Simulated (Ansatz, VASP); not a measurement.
CdSe: VASP beside Ansatz

The input INCAR:

```
SYSTEM = CdSe
ALGO = Normal
EDIFF = 1E-7
EDIFFG = -0.005
ENCUT = 600
GGA = CA
IBRION = 2
ISIF = 3
ISMEAR = 0
LASPH = .True.
LCHARG = .False.
LREAL = .False.
LWAVE = .False.
NELM = 100
NSW = 70
PREC = Accurate
SIGMA = 0.02
```

File KPOINTS:

```
k-points
0
Gamma
  10 10 10
  0 0 0
```

File POSCAR:

```
CdSe
1.0
    0.0000000000      3.0984146604      3.0984146604
    3.0984146604      0.0000000000      3.0984146604
    3.0984146604      3.0984146604      0.0000000000
Cd Se
1 1
Direct
    0.0000000000      0.0000000000      0.0000000000
    0.7500000000      0.7500000000      0.7500000000
```

Input for Ansatz:

```yaml
crystal:
  lattice:
    - [0.0, 3.0984146604, 3.0984146604]
    - [3.0984146604, 0.0, 3.0984146604]
    - [3.0984146604, 3.0984146604, 0.0]
  atoms:
    - { symbol: Cd, position: [0.0, 0.0, 0.0] }
    - { symbol: Se, position: [0.75, 0.75, 0.75] }
basis:
  ecutwfc: 420
kpoints:
  mp_grid: { grid: [10, 10, 10] }
hamiltonian:
  xc: lda
scf:
  occupations: { method: gaussian, width: 0.02 }
output:
  forces: true
  stress: true
  eigenvalues: true
relax:
  adjacent_minimum: "off"
  f_tol: 0.005
  max_steps: 50
  cell: { stress_tol: 0.05 }
```

Alike in both runs: task relaxation of cell and atoms; functional LDA; k mesh 10 × 10 × 10; occupations gaussian, width 0.02 eV; no spin polarisation.

|  | VASP | Ansatz |
| --- | --- | --- |
| version | VASP 6.6.1 | Ansatz 0.2.0 |
| potentials or method | VASP PAW LDA potentials, release 64 (Cd, Se) | scalar-relativistic, plane waves, PAW |
| plane-wave cutoff (eV) | 600 | 420 |
| valence electrons in the cell | 18 | 36 |

Ansatz gave:

* gap on the k mesh at the Fermi level, each at its own relaxed structure (eV): 0.40
* relaxed volume (Å³/atom): 27.11
* relaxed cell length with the largest relative difference (Å): 4.249
* energy change over the relaxation (meV/atom): -39

Q: Which values does VASP return?

A: gap on the k mesh at the Fermi level, each at its own relaxed structure (eV): 0.42; relaxed volume (Å³/atom): 27.31; relaxed cell length with the largest relative difference (Å): 4.259; energy change over the relaxation (meV/atom): -33.

The two sets of potentials don't hold the same shells in valence.

Expect the measured gap to be larger: semilocal functionals such as LDA lack the derivative discontinuity.
